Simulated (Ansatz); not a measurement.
**PbS: generalised stacking fault**

All numbers below come from DFT PBE+D3(BJ), scalar-relativistic, plane waves, PAW in Ansatz. Settings: plane waves to 420 eV, k-mesh 8×8×3 (Γ-centred), Gaussian smearing 0.03 eV. Spin–orbit coupling is left out, which matters for the heavy elements here. No spin polarisation. Energies are free energies at this smearing, counted from the undisturbed cell; pressure is positive in compression.

Zero of the scan (relaxed at this level):

```
Pb S
1.0
    -2.96713   -2.96713    0.00000
     2.96713   -2.96713    0.00000
     0.00000    0.00000   11.86853
Pb S
4 4
Direct
  0.50000 0.50000 0.12500
  0.00000 0.00000 0.37500
  0.50000 0.50000 0.62500
  0.00000 0.00000 0.87500
  0.00000 0.00000 0.12500
  0.50000 0.50000 0.37500
  0.00000 0.00000 0.62500
  0.50000 0.50000 0.87500
```

The cut lies on the cell's a–b face, a (0 0 1) plane (indices in the standard cell, whose axes needn't be the Cartesian ones shown) of area 17.61 Å², between layers 2.97 Å apart. Vector c is tilted by f times 1·a + 0·b (length 4.196 Å) with the atoms' Cartesian places fixed: one unrelaxed fault a cell.

```csv
f,γ (mJ/m²),"shear traction, the slope of γ along the slip (GPa)",gap on the mesh (eV)
0.0000,0,0.0,0.36
0.1000,43,1.9,0.25
0.2000,149,2.9,0.38
0.3000,?,?,0.53
0.4000,358,1.5,0.63
0.5000,390,0.0,0.69
```

By symmetry 0.6000 repeats 0.4000, 0.8000 repeats 0.2000, 0.7000 repeats 0.3000, 0.9000 repeats 0.1000 in energy; the slope of the energy along the path changes sign there.

**Question.** Give the withheld values.

**Answer.** γ (mJ/m²) at f = 0.3000: 269; shear traction, the slope of γ along the slip (GPa) at f = 0.3000: 2.6.

Cost: 6 runs of about 2.7 core-minutes in all, on Intel Xeon (Skylake/Cascade Lake) (shared hosts).